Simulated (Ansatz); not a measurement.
Li$_{2}$Se from a semilocal functional to hybrids

```
Li Se
1.0
     0.00000    3.00250    3.00250
     3.00250    0.00000    3.00250
     3.00250    3.00250    0.00000
Li Se
2 1
Direct
  0.25000 0.25000 0.25000
  0.75000 0.75000 0.75000
  0.00000 0.00000 0.00000
```

All runs: Ansatz, plane waves and PAW, scalar-relativistic (no spin–orbit coupling), 4×4×4 k-mesh, Gaussian smearing of 0.05 eV, no spin polarisation. Semilocal reference PBE: gap 2.98 eV, pressure 0.1 GPa. The hybrids carry no U.

What gap and pressure does HSE06-type hybrid with an exact-exchange fraction of 0.1 give at this geometry?

Gap 3.31 eV, pressure -0.2 GPa.

And the other functionals?


```tsv
functional	gap	pressure (GPa)	cutoff (eV)	core-seconds
HSE06-type hybrid with an exact-exchange fraction of 0.1	3.31 eV	-0.2	420	16
HSE06-type hybrid with an exact-exchange fraction of 0.2	3.65 eV	-0.4	420	17
HSE06 + D3(BJ)	3.82 eV	-3.5	420	19
PBE0-type hybrid with an exact-exchange fraction taken as 1/ε∞	4.38 eV	-0.5	420	31
revPBE0	4.60 eV	0.4	420	19
PBE0-type hybrid with an exact-exchange fraction of 0.4	5.44 eV	-0.9	420	19
```

In the PBE0 form the gap grows almost linearly with the exact-exchange fraction, by 0.61 eV for each tenth. The dielectric-dependent PBE0 form takes the fraction 0.230 = 1/ε∞, that is ε∞ = 4.3. On shared hosts the hybrid runs at the reference's cutoff took roughly 15 to 30 times the core time of the semilocal one on the same mesh, with some more bands.

Caveats: core times come from shared hosts and scatter; gaps are read on a coarse mesh; stress loosely converged.
